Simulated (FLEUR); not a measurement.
BN:

```
N B
1.0
     1.25112    0.72234    3.37293
    -1.25112    0.72234    3.37293
     0.00000   -1.44467    3.37293
N B
1 1
Direct
  0.66724 0.66724 0.66724
  0.00033 0.00033 0.00033
```

The cell is a database's computed one.

Base run:

* Program: FLEUR MaX-R8.1 (later development tree)
* Functional: r2SCAN
* Potentials or basis: all-electron
* Basis: FLAPW
* Kmax: 5.71 1/bohr
* k mesh: 12 × 12 × 12
* Occupations: fermi-dirac, width 0.05 eV
* Spin: no spin polarisation

Its results: band gap on the k mesh 4.76 eV, indirect (least direct gap 5.29 eV).

The run is repeated on the same cell with these changes: functional from r2SCAN to PBEsol. What comes out?

Band gap on the k mesh 4.18 eV, indirect (least direct gap 4.64 eV).

r2SCAN gives the wider gap, since meta-GGAs in the generalised Kohn-Sham scheme recover part of the derivative discontinuity.

Caveats: the meta-GGA is that of a development version, with a GGA for the radial functions and cores and without core tails (some runs).

A k mesh can miss the band edges.
